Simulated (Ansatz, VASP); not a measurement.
One calculation of Ru, two programs

INCAR

```
PREC = Accurate
ENCUT = 520
EDIFF = 1E-6
ISMEAR = -1
SIGMA = 0.05
LREAL = F
LASPH = T
NELM = 100
ALGO = Fast
ISIF = 2
LWAVE = F
LCHARG = F
GGA = PS
NBANDS = 21
```

KPOINTS

```
Automatic mesh
0
Gamma
  11 11 6
```

File POSCAR:

```
Ru
1.0
    2.6876397213      0.0000000000      0.0000000000
   -1.3438198606      2.3275642749      0.0000000000
    0.0000000000      0.0000000000      4.2531615502
Ru
2
Direct
    0.6666666667      0.3333333333      0.7500000000
    0.3333333333      0.6666666667      0.2500000000
```

input.yaml

```yaml
crystal:
  lattice:
    - [2.6876397213, 0.0, 0.0]
    - [-1.3438198606, 2.3275642749, 0.0]
    - [0.0, 0.0, 4.2531615502]
  atoms:
    - { symbol: Ru, position: [0.6666666667, 0.3333333333, 0.75] }
    - { symbol: Ru, position: [0.3333333333, 0.6666666667, 0.25] }
kpoints:
  mp_grid: { grid: [11, 11, 6] }
scf:
  occupations: { method: fermi_dirac, width: 0.05 }
hamiltonian:
  xc: pbesol
  pseudopotentials: { kind: all_electron, lapw: { basis_error: 0.001 } }
output:
  forces: true
  stress: true
  eigenvalues: true
```

Change from the starting cell: volume scaled by 0.98.

Alike in both runs: task single point; functional PBEsol; k mesh 11 × 11 × 6; occupations fermi-dirac, width 0.05 eV; no spin polarisation.

|  | VASP | Ansatz |
| --- | --- | --- |
| version | VASP 6.6.1 | Ansatz 0.2.0 |
| potentials or method | VASP PAW PBE potentials, release 64 (Ru_pv) | all-electron LAPW, scalar-relativistic |
| plane-wave cutoff (eV) | 520 | see its input |

VASP gave:

```
gap on the k mesh at the Fermi level (eV)       : none
pressure (GPa)                                  : 0.4
largest component of the traceless stress (GPa) : 0.05
```

Q: Which values does Ansatz return?

A: gap on the k mesh at the Fermi level (eV): none; pressure (GPa): 0.5; largest component of the traceless stress (GPa): 0.09.

A gap of «none» marks a metal or a gap that the smearing closes. Ansatz ran all-electron here, so the differences hold the error of VASP's frozen core and of both bases.

Caveats: the PAW data sets were made with another functional, which shifts forces and pressure a little (VASP).
